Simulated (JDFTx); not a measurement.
Mg under changes of volume

One of the cells (23.237 Å³/atom); the others are scaled copies at fixed shape and fractional positions:

```
Mg
1.0
     3.20930    0.00000    0.00000
    -1.60465    2.77934    0.00000
     0.00000    0.00000    5.21030
Mg
2
Direct
  0.66667 0.33333 0.75000
  0.33333 0.66667 0.25000
```

- Program: JDFTx 1.7.0 (patched build)
- Functional: r2SCAN
- Potentials or basis: SG15-PBE-1.2
- Cutoff: 1088 eV
- Density cutoff: 8708 eV
- k mesh: 6 × 6 × 3
- Occupations: fermi-dirac, width 0.05 eV
- Spin: no spin polarisation

```csv
volume (Å³/atom),energy over the lowest point (meV/atom),pressure (GPa)
21.843,9.29,2.2
22.308,3.63,1.2
22.772,?,?
23.237,0.00,-0.5
23.702,1.53,-1.2
24.167,5.04,-1.8
24.631,10.40,-2.4
```

Question: What does the run at 22.772 Å³/atom give?

Answer: Energy over the lowest point 0.60 meV/atom; pressure 0.3 GPa.

Worked out: A Birch-Murnaghan fit of order 3 (a polynomial in V^(-2/3)) to the other rows has its minimum at 23.13 Å³/atom with B0 = V·E''(V) = 38 GPa and B' = 3.6 at fixed shape and positions, which overstates the stiffness. It gives 0.62 meV/atom at 22.772 Å³/atom, against the run's 0.60, and -dE/dV = 0.6 GPa, against 0.3.

Energies are extrapolated to zero smearing.

Caveats: all runs use coarse meshes; the potentials were made for another functional, which shifts forces and pressure.
